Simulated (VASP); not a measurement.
# BaH2 (Pnma) in VASP: further runs

One crystal, BaH2, is run at these levels: r2SCAN; tasks: relaxation of cell and atoms.

All numbers are computed with VASP 6.6.1; they aren't measurements. Logs are shortened: lines on timing, memory, paths and dates and some standing lists are left out, and cuts for length are marked.

## Step 1: Starting point

Symmetry: Pnma, No. 62, orthorhombic system. The conventional cell has a = 6.792 Å, b = 4.168 Å, c = 7.858 Å, α = 90.00°, β = 90.00°, γ = 90.00°. Ba (site symmetry m) is surrounded by 5 H at 2.50 to 2.68 Å. H (site symmetry m) is surrounded by 5 Ba at 2.68 to 3.00 Å and 2 H at 3.05 Å. Around H (site symmetry m) lie 4 Ba at 2.50 to 2.68 Å.

## Step 2: Relaxation of cell and atoms, r2SCAN

File INCAR:

```
PREC = Accurate
ENCUT = 600
EDIFF = 1E-6
ISMEAR = 0
SIGMA = 0.03
LREAL = False
LASPH = True
NELM = 80
ALGO = Normal
ISIF = 3
LWAVE = False
LCHARG = False
METAGGA = R2SCAN
LMIXTAU = True
IBRION = 2
NSW = 90
EDIFFG = -0.01
KPAR = 4
```

File KPOINTS:

```
regular mesh
0
Gamma
  4 8 4
```

File POSCAR:

```
BaH2
1.0
    6.7920000000      0.0000000000      0.0000000000
    0.0000000000      4.1680000000      0.0000000000
    0.0000000000      0.0000000000      7.8580000000
Ba H
4 8
Direct
    0.2602900000      0.2500000000      0.8886300000
    0.2397100000      0.7500000000      0.3886300000
    0.7602900000      0.2500000000      0.6113700000
    0.7397100000      0.7500000000      0.1113700000
    0.0430000000      0.2500000000      0.1740000000
    0.4570000000      0.7500000000      0.6740000000
    0.5430000000      0.2500000000      0.3260000000
    0.9570000000      0.7500000000      0.8260000000
    0.6460000000      0.2500000000      0.9135000000
    0.8540000000      0.7500000000      0.4135000000
    0.1460000000      0.2500000000      0.5865000000
    0.3540000000      0.7500000000      0.0865000000
```

Potentials or basis: VASP PAW PBE potentials, release 64 (Ba_sv, H).

On the command line:

```sh
cat potpaw_PBE.64/Ba_sv/POTCAR potpaw_PBE.64/H/POTCAR > POTCAR
mpirun -np 4 vasp_std > vasp.out
```

OUTCAR:

```text
PREC = Accurate
   ENCUT = 600
   EDIFF = 1E-6
   ISMEAR = 0
   LREAL = False
   LASPH = True
   NELM = 80
   ISIF = 3
   METAGGA = R2SCAN
   IBRION = 2
   NSW = 90
   EDIFFG = -0.01

 ion  position               nearest neighbor table
   1  0.260  0.250  0.889-  11 2.50   9 2.63  12 2.68  12 2.68   5 2.68   3 4.03   3 4.03   4 4.24
                             4 4.24   2 4.45   2 4.45   2 4.45   2 4.45   4 4.46   4 4.46
   2  0.240  0.750  0.389-  12 2.50  10 2.63  11 2.68  11 2.68   6 2.68   4 4.03   4 4.03   3 4.24
                             3 4.24   1 4.45   1 4.45   1 4.45   1 4.45   3 4.46   3 4.46
   3  0.760  0.250  0.611-   9 2.50  11 2.63  10 2.68  10 2.68   7 2.68   1 4.03   1 4.03   2 4.24
                             2 4.24   4 4.45   4 4.45   4 4.45   4 4.45   2 4.46   2 4.46
   4  0.740  0.750  0.111-  10 2.50  12 2.63   9 2.68   9 2.68   8 2.68   2 4.03   2 4.03   1 4.24
                             1 4.24   3 4.45   3 4.45   3 4.45   3 4.45   1 4.46   1 4.46
   5  0.043  0.250  0.174-   1 2.68
   6  0.457  0.750  0.674-   2 2.68
   7  0.543  0.250  0.326-   3 2.68
   8  0.957  0.750  0.826-   4 2.68
   9  0.646  0.250  0.913-   3 2.50   1 2.63   4 2.68   4 2.68
  10  0.854  0.750  0.413-   4 2.50   2 2.63   3 2.68   3 2.68
  11  0.146  0.250  0.587-   1 2.50   3 2.63   2 2.68   2 2.68
  12  0.354  0.750  0.087-   2 2.50   4 2.63   1 2.68   1 2.68

  LATTYP: Found a simple orthorhombic cell.
 ALAT       =     4.1680000000
 B/A-ratio  =     1.6295585413
 C/A-ratio  =     1.8853166987

  Lattice vectors:

 A1 = (   0.0000000000,  -4.1680000000,   0.0000000000)
 A2 = (   6.7920000000,   0.0000000000,   0.0000000000)
 A3 = (   0.0000000000,   0.0000000000,   7.8580000000)

Analysis of symmetry for initial positions (statically):
=====================================================================
 Subroutine PRICEL returns:
 Original cell was already a primitive cell.

 Routine SETGRP: Setting up the symmetry group for a
 simple orthorhombic supercell.

 Subroutine GETGRP returns: Found  8 space group operations
 (whereof  2 operations were pure point group operations)
 out of a pool of  8 trial point group operations.

The static configuration has the point symmetry S_2 .
 The point group associated with its full space group is D_2h.

Analysis of symmetry for dynamics (positions and initial velocities):
=====================================================================
 Subroutine PRICEL returns:
 Original cell was already a primitive cell.

 Routine SETGRP: Setting up the symmetry group for a
 simple orthorhombic supercell.

 Subroutine GETGRP returns: Found  8 space group operations
 (whereof  2 operations were pure point group operations)
 out of a pool of  8 trial point group operations.

The dynamic configuration has the point symmetry S_2 .
 The point group associated with its full space group is D_2h.

 Subroutine INISYM returns: Found  8 space group operations
 (whereof  2 operations are pure point group operations),
 and found     1 'primitive' translations

----------------------------------------------------------------------------------------

                                     Primitive cell

  volume of cell :     222.4526

  direct lattice vectors                    reciprocal lattice vectors
     6.792000000  0.000000000  0.000000000     0.147232038  0.000000000  0.000000000
     0.000000000  4.168000000  0.000000000     0.000000000  0.239923225  0.000000000
     0.000000000  0.000000000  7.858000000     0.000000000  0.000000000  0.127258844

  length of vectors
     6.792000000  4.168000000  7.858000000     0.147232038  0.239923225  0.127258844

  position of ions in fractional coordinates (direct lattice)
     0.260290000  0.250000000  0.888630000
     0.239710000  0.750000000  0.388630000
     0.760290000  0.250000000  0.611370000
     0.739710000  0.750000000  0.111370000
     0.043000000  0.250000000  0.174000000
     0.457000000  0.750000000  0.674000000
     0.543000000  0.250000000  0.326000000
     0.957000000  0.750000000  0.826000000
     0.646000000  0.250000000  0.913500000
     0.854000000  0.750000000  0.413500000
     0.146000000  0.250000000  0.586500000
     0.354000000  0.750000000  0.086500000

  ion indices of the primitive-cell ions
   primitive index   ion index
                 1           1
                 2           2
[... 34 lines left out ...]

 Found     45 irreducible k-points:

 Following reciprocal coordinates:
            Coordinates               Weight
  0.000000  0.000000  0.000000      1.000000
  0.250000  0.000000  0.000000      2.000000
  0.500000  0.000000  0.000000      1.000000
  0.000000  0.125000  0.000000      2.000000
  0.250000  0.125000  0.000000      4.000000
  0.500000  0.125000  0.000000      2.000000
[... 16 lines left out ...]
  0.250000  0.250000  0.250000      8.000000
  0.500000  0.250000  0.250000      4.000000
 [... further k-points ...]
   k-points           NKPTS =     45   k-points in BZ     NKDIM =     45   number of bands    NBANDS=     31
   number of dos      NEDOS =    301   number of ions     NIONS =     12
   total plane-waves  NPLWV = 124416
   dimension x,y,z NGX =    54 NGY =   36 NGZ =   64
   dimension x,y,z NGXF=   108 NGYF=   72 NGZF=  128
   ions per type =               4   8
   NGX,Y,Z   is equivalent  to a cutoff of  13.22, 14.36, 13.54 a.u.
   NGXF,Y,Z  is equivalent  to a cutoff of  26.43, 28.72, 27.08 a.u.
 SYSTEM =  unknown system
   PREC   = accura    normal or accurate (medium, high low for compatibility)
   ISTART =      0    job   : 0-new  1-cont  2-samecut
   ICHARG =      2    charge: 1-file 2-atom 10-const
   ISPIN  =      1    spin polarized calculation?
   LNONCOLLINEAR =      F non collinear calculations
   LSORBIT =      F    spin-orbit coupling
   LASPH  =      T    aspherical Exc in radial PAW
   ENCUT  =  600.0 eV  44.10 Ry    6.64 a.u.  13.57  8.32 15.69*2*pi/ulx,y,z
   NELM   =     80;   NELMIN=  2; NELMDL= -5     # of ELM steps
   EDIFF  = 0.1E-05   stopping-criterion for ELM
   LREAL  =      F    real-space projection
   EDIFFG = -.1E-01   stopping-criterion for IOM
   NSW    =     90    number of steps for IOM
   IBRION =      2    ionic relax: 0-MD 1-quasi-New 2-CG
   NFREE  =      1    steps in history (QN), initial steepest desc. (CG)
   ISIF   =      3    stress and relaxation
   ISYM   =      2    0-nonsym 1-usesym 2-fastsym
   POTIM  = 0.5000    time-step for ionic-motion
   TEBEG  =    0.0;   TEEND  =   0.0 temperature during run
   PSTRESS=    0.0 pullay stress
   NELECT =      48.0000    total number of electrons
   NUPDOWN=      -1.0000    fix difference up-down
   EMIN   =  10.00;   EMAX   =-10.00  energy-range for DOS
   EFERMI =   0.00;   METHOD = LEGACY
   ISMEAR =     0;   SIGMA  =   0.03  broadening in eV -4-tet -1-fermi 0-gaus
   EFERMI_NEDOS =   21; number of points for ismear=-14 and -15
   IALGO  =     38    algorithm
   IMIX   =      4    mixing-type and parameters
     AMIX     =   0.40;   BMIX     =  1.00
     AMIX_MAG =   1.60;   BMIX_MAG =  1.00
  volume/ion in A,a.u.               =      18.54       125.10
  Fermi-wavevector in a.u.,A,eV,Ry     =   0.981920  1.855560 13.118287  0.964167
  Thomas-Fermi vector in A             =   2.112963
   LORBIT       =      0    0 simple, 1 ext, 2 COOP (PROOUT), +10 PAW based schemes
   METAGGA = R2SCAN    functional components
   LHFCALC =     F    Hartree Fock is set to
   AEXX    =    0.0000 exact exchange contribution
   IVDW    =     0    specifies the selected vdW correction
   LEPSILON=     F    determine dielectric tensor
   LRPA    =     F    only Hartree local field effects (RPA)
 conjugate gradient relaxation of ions
 non-spin polarized calculation
 Gauss-broadening in eV      SIGMA  =   0.03
  energy-cutoff  :      600.00
  volume of cell :      222.45
 maximum number of plane-waves:      7457
   NGX = 27   NGY = 17   NGZ = 31

--------------------------------------- Ionic step        1  -------------------------------------------

 number of electron      47.9999998 magnetization

 Free energy of the ion-electron system (eV)
  ---------------------------------------------------
  ext. energy  EPLUGINS =         0.00000000
  ---------------------------------------------------
  free energy    TOTEN  =      -140.64296429 eV

  energy without entropy =     -140.64296429  energy(sigma->0) =     -140.64296429

------------------------ aborting loop because EDIFF is reached ----------------------------------------

  FORCE on cell =-STRESS in cart. coord.  units (eV):
  Direction    XX          YY          ZZ          XY          YZ          ZX
  --------------------------------------------------------------------------------------
  -------------------------------------------------------------------------------------
  Total        1.1753407     -0.3682572      1.9369823     -0.0000000      0.0000000      0.0000000
  in kB        8.4651946     -2.6523109     13.9507909     -0.0000000      0.0000000      0.0000000
  external PRESSURE =       6.5878915 kB  Pullay stress =       0.0000000 kB
[... 119 lines left out ...]
  FREE ENERGIE OF THE ION-ELECTRON SYSTEM (eV)
  ---------------------------------------------------
  free  energy   TOTEN  =      -140.7174899247 eV

  energy  without entropy=     -140.7174899247  energy(sigma->0) =     -140.71748992

[... ionic steps 4 to 9 ...]

--------------------------------------- Ionic step       10  -------------------------------------------

 number of electron      47.9999996 magnetization

------------------------ aborting loop because EDIFF is reached ----------------------------------------
[... 87 lines left out ...]
--------------------------------------- Ionic step       12  -------------------------------------------

 number of electron      47.9999997 magnetization

 Free energy of the ion-electron system (eV)
  ---------------------------------------------------
  ext. energy  EPLUGINS =         0.00000000
  ---------------------------------------------------
  free energy    TOTEN  =      -140.77249581 eV

  energy without entropy =     -140.77249581  energy(sigma->0) =     -140.77249581

 E-fermi :  -0.2570     XC(G=0):  -8.6639

 val. band max:       -0.3927804651   @ k =   0.2500   0.0000   0.0000
 cond. band min:       2.9683109118   @ k =   0.5000   0.3750   0.0000
 fundamental gap:      3.3610913769
 Fermi energy:        -0.2570350939

 k-point     1 :       0.0000    0.0000    0.0000
  band No.  band energies     occupation
      1     -27.2156      2.00000
      2     -27.1429      2.00000
      3     -27.1330      2.00000
      4     -27.1249      2.00000
      5     -12.5111      2.00000
      6     -12.2931      2.00000
[... 805 lines left out ...]
     30       4.7908      0.00000
     31       5.0826      0.00000

 [... further k-points ...]

------------------------ aborting loop because EDIFF is reached ----------------------------------------

  FORCE on cell =-STRESS in cart. coord.  units (eV):
  Direction    XX          YY          ZZ          XY          YZ          ZX
  --------------------------------------------------------------------------------------
  -------------------------------------------------------------------------------------
  Total       -0.0607570     -0.0070850     -0.0100996     -0.0000000      0.0000000      0.0000000
  in kB       -0.4320509     -0.0503824     -0.0718193     -0.0000000      0.0000000      0.0000000
  external PRESSURE =      -0.1847509 kB  Pullay stress =       0.0000000 kB
[... 27 lines left out ...]
  FREE ENERGIE OF THE ION-ELECTRON SYSTEM (eV)
  ---------------------------------------------------
  free  energy   TOTEN  =      -140.7724958146 eV

  energy  without entropy=     -140.7724958146  energy(sigma->0) =     -140.77249581

 reached required accuracy - stopping structural energy minimisation
```

Wall time 60 min (4 MPI ranks of Intel Xeon Platinum 8259CL at 2.50GHz (Skylake/Cascade Lake), shared host); peak memory 0.62 GiB.

What came out:

* Free energy: -140.7725 eV
* Relaxed volume: 18.78 Å³/atom
* Relaxed cell: a = 6.850 Å, b = 4.163 Å, c = 7.901 Å, α = 90.00°, β = 90.00°, γ = 90.00°
* Space group after relaxing (to 0.05 Å): Pnma (No. 62)
* Energy gained by relaxing: 10.8 meV/atom
* Ionic steps: 12
* Pressure after relaxing: 0.0 GPa
* Largest force after relaxing: 0.007 eV/Å
* Band gap on the k mesh: 3.36 eV, indirect (least direct gap 3.85 eV)

Forces in eV/Å, atoms in the order of the input:
```
Ba   0.001  0.000  0.002
Ba  -0.001  0.000  0.002
Ba   0.001  0.000 -0.002
Ba  -0.001  0.000 -0.002
H   -0.003  0.000 -0.006
H    0.003  0.000 -0.006
H   -0.003  0.000  0.006
H    0.003  0.000  0.006
H    0.002  0.000 -0.004
H   -0.002  0.000 -0.004
H    0.002  0.000  0.004
H   -0.002  0.000  0.004
```

The path:
```tsv
step	energy change (eV)	largest force (eV/Å)	pressure (GPa)	volume (Å³)
1	0.0000	0.3520	0.66	222.45
2	-0.0452	0.2612	0.22	224.91
3	-0.0745	0.1331	-0.41	229.05
4	-0.0915	0.1064	-0.24	227.64
5	-0.1156	0.0895	0.33	223.43
6	-0.1258	0.0440	0.04	225.07
7	-0.1272	0.0374	-0.12	226.02
8	-0.1286	0.0209	-0.03	225.39
9	-0.1288	0.0230	0.02	225.00
10	-0.1293	0.0147	0.02	225.01
11	-0.1294	0.0112	0.02	225.02
12	-0.1295	0.0069	-0.02	225.31
```

Final structure:
```cif
data_structure
_symmetry_space_group_name_H-M 'P 1'
_symmetry_Int_Tables_number 1
_cell_length_a 6.8496
_cell_length_b 4.1634
_cell_length_c 7.9006
_cell_angle_alpha 90.000
_cell_angle_beta 90.000
_cell_angle_gamma 90.000
_cell_volume 225.31
loop_
_atom_site_label
_atom_site_type_symbol
_atom_site_fract_x
_atom_site_fract_y
_atom_site_fract_z
_atom_site_occupancy
Ba1 Ba 0.26049 0.25000 0.88602 1
Ba2 Ba 0.23951 0.75000 0.38602 1
Ba3 Ba 0.76049 0.25000 0.61398 1
Ba4 Ba 0.73951 0.75000 0.11398 1
H1 H 0.02964 0.25000 0.17990 1
H2 H 0.47036 0.75000 0.67990 1
H3 H 0.52964 0.25000 0.32010 1
H4 H 0.97036 0.75000 0.82010 1
H5 H 0.64459 0.25000 0.92964 1
H6 H 0.85541 0.75000 0.42964 1
H7 H 0.14459 0.25000 0.57036 1
H8 H 0.35541 0.75000 0.07036 1
```

Caveat: the PAW data sets were made with another functional, which shifts forces and pressure a little; spin-orbit coupling is left out, which moves the levels of the heavy elements.

## Step 3: Relaxation of cell and atoms, r2SCAN

This run uses another cell than the first one, of 18.78 Å³/atom, 1.013 times its volume.

INCAR, as its differences from that of step 2:

```diff
@@ -2,3 +2,3 @@
 ENCUT = 600
-EDIFF = 1E-6
+EDIFF = 1E-7
 ISMEAR = 0
@@ -16,3 +16,3 @@
 NSW = 90
-EDIFFG = -0.01
+EDIFFG = -0.005
 KPAR = 4
```

KPOINTS is that of step 2.

File POSCAR:

```
BaH2                                    
1.0
    6.8495732884      0.0000000000      0.0000000000
    0.0000000000      4.1634234098      0.0000000000
    0.0000000000      0.0000000000      7.9005600129
  Ba              H             
     4     8
Direct
     0.2604908943221648    0.2500000000000000    0.8860157362522942
     0.2395091056778352    0.7500000000000000    0.3860157362522944
     0.7604908943221648    0.2500000000000000    0.6139842637477058
     0.7395091056778352    0.7500000000000000    0.1139842637477057
     0.0296368496711625    0.2500000000000000    0.1798984299101507
     0.4703631503288375    0.7500000000000000    0.6798984299101507
     0.5296368496711624    0.2500000000000000    0.3201015700898492
     0.9703631503288376    0.7500000000000000    0.8201015700898493
     0.6445888936338444    0.2500000000000000    0.9296385164065164
     0.8554111063661556    0.7500000000000000    0.4296385164065164
     0.1445888936338444    0.2500000000000000    0.5703614835934836
     0.3554111063661555    0.7500000000000000    0.0703614835934836
```

Potentials or basis: VASP PAW PBE potentials, release 64 (Ba_sv, H).

On the command line:

```sh
cat potpaw_PBE.64/Ba_sv/POTCAR potpaw_PBE.64/H/POTCAR > POTCAR
mpirun -np 4 vasp_std > vasp.out
```

Wall time 19 min (4 MPI ranks of Intel Xeon Platinum 8259CL at 2.50GHz (Skylake/Cascade Lake), shared host); peak memory 0.62 GiB.

It converged, with:

```
Free energy                            : -140.7731 eV
Relaxed volume                         : 18.75 Å³/atom
Relaxed cell                           : a = 6.843 Å, b = 4.163 Å, c = 7.899 Å, α = 90.00°, β = 90.00°, γ = 90.00°
Space group after relaxing (to 0.05 Å) : Pnma (No. 62)
Energy gained by relaxing              : 0.0 meV/atom
Ionic steps                            : 4
Pressure after relaxing                : 0.0 GPa
Largest force after relaxing           : 0.004 eV/Å
Band gap on the k mesh                 : 3.36 eV, indirect (least direct gap 3.85 eV)
```

Forces in eV/Å, atoms in the order of the input:
```
Ba  -0.003  0.000  0.001
Ba   0.003  0.000  0.001
Ba  -0.003  0.000 -0.001
Ba   0.003  0.000 -0.001
H   -0.003  0.000 -0.003
H    0.003  0.000 -0.003
H   -0.003  0.000  0.003
H    0.003  0.000  0.003
H    0.003  0.000 -0.003
H   -0.003  0.000 -0.003
H    0.003  0.000  0.003
H   -0.003  0.000  0.003
```

Final structure:
```
Ba H
1.0
     6.84277    0.00000    0.00000
     0.00000    4.16288    0.00000
     0.00000    0.00000    7.89939
Ba H
4 8
Direct
  0.26053 0.25000 0.88609
  0.23947 0.75000 0.38609
  0.76053 0.25000 0.61391
  0.73947 0.75000 0.11391
  0.02956 0.25000 0.17973
  0.47044 0.75000 0.67973
  0.52956 0.25000 0.32027
  0.97044 0.75000 0.82027
  0.64466 0.25000 0.92954
  0.85534 0.75000 0.42954
  0.14466 0.25000 0.57046
  0.35534 0.75000 0.07046
```

Levels at points of the mesh, in eV from the valence-band top:
| k point | band 20 | band 21 | band 22 | band 23 | band 24 | band 25 | band 26 | band 27 | band 28 | band 29 |
| --- | --- | --- | --- | --- | --- | --- | --- | --- | --- | --- |
| (0.00, 0.00, 0.00) | -0.94 | -0.68 | -0.55 | -0.23 | 0.00 | 4.04 | 4.41 | 4.58 | 4.97 | 5.13 |
| (0.50, 0.00, 0.00) | -1.26 | -0.53 | -0.53 | -0.08 | -0.08 | 3.84 | 3.84 | 4.36 | 4.36 | 4.99 |
| (0.00, 0.50, 0.00) | -1.11 | -0.83 | -0.83 | -0.82 | -0.82 | 3.86 | 3.86 | 4.15 | 4.15 | 4.90 |
| (0.50, 0.50, 0.00) | -1.13 | -0.71 | -0.71 | -0.71 | -0.71 | 3.71 | 3.71 | 3.71 | 3.71 | 5.10 |
| (0.00, 0.00, 0.50) | -0.97 | -0.48 | -0.48 | -0.26 | -0.26 | 3.85 | 3.85 | 4.27 | 4.27 | 5.44 |
| (0.50, 0.00, 0.50) | -1.45 | -0.61 | -0.61 | -0.31 | -0.31 | 3.84 | 3.84 | 3.94 | 3.94 | 5.54 |
| (0.00, 0.50, 0.50) | -1.21 | -1.11 | -1.11 | -0.50 | -0.50 | 4.04 | 4.04 | 4.85 | 4.85 | 4.91 |
| (0.50, 0.50, 0.50) | -1.32 | -0.61 | -0.61 | -0.61 | -0.61 | 3.98 | 3.98 | 3.98 | 3.98 | 5.38 |

Caveat: the PAW data sets were made with another functional, which shifts forces and pressure a little; spin-orbit coupling is left out, which moves the levels of the heavy elements.
